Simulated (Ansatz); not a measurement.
The cell comes from COD entry 1011374, which wasn't checked; take it as a given geometry. The listed cell was then made from it by scaling, straining or moving an atom.

An input for Na2S: DFT, PBEsol, all-electron PAW with datasets made for the crystal, scalar-relativistic (Ansatz 0.2.0).

Command: `ansatz run input.yaml --threads 1 --pin off --max-ram 4096MiB --backend cpu --events-out ev --progress --plain --runs-dir out` The run took 7.5 s on 1 thread of Arm Neoverse V2, with other jobs on the host, peak memory 0.43 GiB.

```yaml
crystal:
  lattice:
    - [0.0, 3.23037, 3.263]
    - [3.23037, 0.0, 3.263]
    - [3.23037, 3.23037, 0.0]
  atoms:
    - { symbol: Na, position: [0.25, 0.25, 0.25] }
    - { symbol: Na, position: [0.75, 0.75, 0.75] }
    - { symbol: S, position: [0.0, 0.0, 0.0] }
kpoints:
  mp_grid: { grid: [8, 8, 8] }
scf:
  occupations: { method: fermi_dirac, width: 0.02 }
hamiltonian:
  xc: pbesol
  pseudopotentials: { kind: all_electron, datasets: crystal }
output:
  forces: true
  stress: true
  eigenvalues: true
  efg: { contact_densities: true }
```

Set-up and iterations as logged by Ansatz (the results part is left out, to be predicted):

```
hamiltonian.pseudopotentials.datasets: crystal makes datasets for this crystal and solves the spheres of its atoms anew in each pass: cutoff 180.0 eV, the density's 720.0 eV; for an error of 0.50 meV an atom under PBE, 1.5 meV for the cell; an energy difference from a run of another recipe may be off by several times the error for the cell, under r2SCAN by more, where some 0.1 meV an atom stays at smaller errors; Na in spheres of 1.376 Å, 9 of its electrons in bands; S in spheres of 1.376 Å, 6 of its electrons in bands
Engine: ansatz 0.2.0
Pseudopotentials: kind: all_electron
Pseudopotential: Na, paw, valence charge 9, recommended cutoff 180 eV (normal), Koelling and Harmon's equation, gaussian nucleus
Pseudopotential: S, paw, valence charge 6, recommended cutoff 180 eV (normal), Koelling and Harmon's equation, gaussian nucleus
Functional definition: PBEsol
  exchange = pbesol_x
  correlation = pbesol_c
Crystal: 3 atoms, lattice volume = 68.101 Å³
Basis set: ecut = 180 eV, 339 PW (Γ), exchange–correlation on 48×48×40 points (8 copies of the dense FFT grid, shifted against one another)
Bands: 16, of which v1, the nominal top of the filled ones, is band 12 counted from 1 (11 counted from 0)
Symmetry: 16 space group operations
Space group: I4/mmm (ITA 139), of the structure as read, at distance tolerance 4.1e-5 Å
k-points: 59 of 512
Non-local potential: Na, projectors of the file, l = 0: 2, l = 1: 3
Non-local potential: S, projectors of the file, l = 0: 1, l = 1: 1, l = 2: 2
PAW form: soft (Blöchl's): semilocal exchange-correlation on the pseudo side does not see the compensation charge
PAW one-centre angular grid: Na, 110 points (default); XC on its mesh's 2019 points in the sphere
PAW one-centre angular grid: S, 110 points (default); XC on its mesh's 1989 points in the sphere
Initial density: superposition of atomic densities (neutral atoms: chi_scale 0, normalization atom)
Initial wavefunctions: pseudopotential atomic-orbital guess
Functional: x = pbesol(κ = 0.804, μ = 0.12345679012345678), c = pbesol(β = 0.046)
iter 1 solved again at ethr=1.12e-2 eV; its pass at ethr=1.00e-1 eV (dr2=2.70e0 eV) is discarded
SCF iter   1: F=—  HF=-19668.520092 eV  |F-HF|=—  |Δ(HF+E_count)|=         —  Δρ=3.66e-2  dr2=2.57e0  ethr=1.12e-2  ⟨swp⟩=2.9  Hψ=5009  notcnv=0
iter 2 solved again at ethr=9.94e-4 eV; its pass at ethr=1.07e-2 eV (dr2=2.39e-1 eV) is discarded
SCF iter   2: F=—  HF=-19667.834239 eV  |F-HF|=—  |Δ(HF+E_count)|=   6.86e-1  Δρ=1.85e-2  dr2=2.41e-1  ethr=9.94e-4  ⟨swp⟩=2.5  Hψ=4708  notcnv=0  defer=7
SCF iter   3: F=—  HF=-19667.792678 eV  |F-HF|=—  |Δ(HF+E_count)|=   4.16e-2  Δρ=6.37e-3  dr2=3.25e-2  ethr=9.94e-4  ⟨swp⟩=3.2  Hψ=2357  notcnv=0  defer=8
SCF iter   4: F=—  HF=-19667.797569 eV  |F-HF|=—  |Δ(HF+E_count)|=   4.89e-3  Δρ=5.47e-4  dr2=3.79e-4  ethr=1.36e-4  ⟨swp⟩=3.3  Hψ=2112  notcnv=0  defer=15
SCF iter   5: F=—  HF=-19667.799411 eV  |F-HF|=—  |Δ(HF+E_count)|=   1.84e-3  Δρ=1.54e-4  dr2=1.35e-5  ethr=1.58e-6  ⟨swp⟩=2.1  Hψ=4664  notcnv=0  defer=7
SCF iter   6: F=—  HF=-19667.799400 eV  |F-HF|=—  |Δ(HF+E_count)|=   1.11e-5  Δρ=9.03e-5  dr2=6.15e-6  ethr=5.63e-8  ⟨swp⟩=3.1  Hψ=2381  notcnv=0  defer=4
SCF iter   7: F=—  HF=-19667.799423 eV  |F-HF|=—  |Δ(HF+E_count)|=   2.34e-5  Δρ=4.78e-5  dr2=9.97e-7  ethr=2.56e-8  ⟨swp⟩=3.0  Hψ=2365  notcnv=0  defer=1
SCF iter   8: F=—  HF=-19667.799418 eV  |F-HF|=—  |Δ(HF+E_count)|=   4.69e-6  Δρ=1.11e-5  dr2=5.54e-8  ethr=4.16e-9  ⟨swp⟩=3.0  Hψ=2178  notcnv=0
SCF iter   9: F=-19667.799418 eV  HF=-19667.799418 eV  |F-HF|=6.19e-9  |Δ(HF+E_count)|=   2.21e-7  Δρ=1.27e-6  dr2=6.85e-10  ethr=2.31e-10  ⟨swp⟩=3.0  Hψ=2346  notcnv=0
```

Question: What pressure will this run report?

Answer: 0.27 GPa (positive in compression).
